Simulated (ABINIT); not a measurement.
Runs of ABINIT 10.8.3 (patched build) on I. Symmetry: Fmmm, No. 69, orthorhombic system. Conventional cell: a = 4.384 Å, b = 4.731 Å, c = 7.820 Å, α = 90.00°, β = 90.00°, γ = 90.00°. Around I (site symmetry mmm) lie 4 I at 3.23 Å. 

```csv
task,level,potentials or basis,k mesh,cutoff (eV),fine-grid cutoff,gap on the mesh (eV),pressure (GPa)
single point,LDA,JTH PAW LDA v2.0,12 × 12 × 12,408,816.342 eV,none,-2.2
band structure,BLYP,JTH PAW PBE v2.0,9 × 9 × 9,408,816.342 eV,none,3.1
single point,PBE,JTH PAW PBE v2.0,12 × 12 × 12,408,816.342 eV,none,0.6
band structure,PBEsol,PseudoDojo NC SR PBEsol v0.4.1 standard,9 × 9 × 9,952,-,none,(a)
single point,LDA,JTH PAW LDA v2.0,7 × 7 × 7,408,816.342 eV,none,-2.2
```

Alike in all rows: no spin polarisation; cell as given; smearing fermi-dirac 0.05 eV.

Question: Estimate the missing entries.

Answer: (a) -1.4.

Caveats: an odd number of electrons without spin polarisation forces a metal; a magnetic or distorted state may lie lower; spin-orbit coupling is left out, which moves the levels of the heavy elements (some runs); the PAW data sets were made with another functional, which shifts forces and pressure a little (some runs).

A k mesh can miss the band edges, and the runs leave out spin-orbit coupling on I.

A gap of «none» marks a metal or a gap under the smearing width.
